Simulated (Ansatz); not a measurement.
Si, space group Im-3m, a comparison of functionals at one structure

With Ansatz 0.2.0 through its Python package.

Run as a notebook:

```python
import ansatz
import pandas as pd
```

```python
system = (
    ansatz.Lattice.of((-3.336083, 3.336083, 3.336083), (3.336083, -3.336083, 3.336083), (3.336083, 3.336083, -3.336083))
    .atom("Si", (0.75, 0.25, 0.5))
    .atom("Si", (0.75, 0.5, 0.25))
    .atom("Si", (0.5, 0.25, 0.75))
    .atom("Si", (0.25, 0.5, 0.75))
    .atom("Si", (0.25, 0.75, 0.5))
    .atom("Si", (0.5, 0.75, 0.25))
)
```

```python
system.resolved().sites[-1]
```

    Site(symbol='Si', position=(0.5, 0.75, 0.25), moment=None, axis=None, held=None, saved=None)

```python
setup = (
    system.calculation()
    .basis(450)
    .kpoints(6)  # the mesh must be finer for metals
    .occupations(ansatz.OccupationsMethod.COLD, width=0.1)  # the run then minimises F = E - TS
)
```

```python
rows = []
for value in ["pbesol", "lda", "blyp"]:
    r = setup.functional(value).run().report
    rows.append((value, r["free_energy_ev"] / len(r["lattice"]["sites"]), r["n_iterations"], r["n_kpoints"]))
```

    RunWarning: on these k-points the computed levels leave a gap of 0.2214 eV at the electron count, 2.2 widths of the cold smearing (0.1000 eV); against the step filling of these same bands (every level under the gap full, every level over it empty) smearing changes F+E_penalty+E_count by +0.358 meV and its σ→0 estimate [...]

```python
table = pd.DataFrame(rows, columns=["functional", "F/atom (eV)", "iterations", "k-points"])
table.round(5)
```

      functional  F/atom (eV)  iterations  k-points
    0     pbesol   -621.24118           7        16
    1        lda   -608.38129           7        16
    2       blyp   -639.26058           7        16

Caveats:
- BLYP can be off by several per cent in the lattices of metals, and by several GPa in the pressure at a fixed cell.
- This isn't the structure that Si takes at ambient conditions.
- Warnings are shown shortened and without file and line.
- Total energies of different functionals can't be compared; pressures, moments and gaps at this one structure can.
- Timing: 6.8 s on 1 thread of Arm Neoverse V2, on a shared host, peak memory 0.46 GiB.
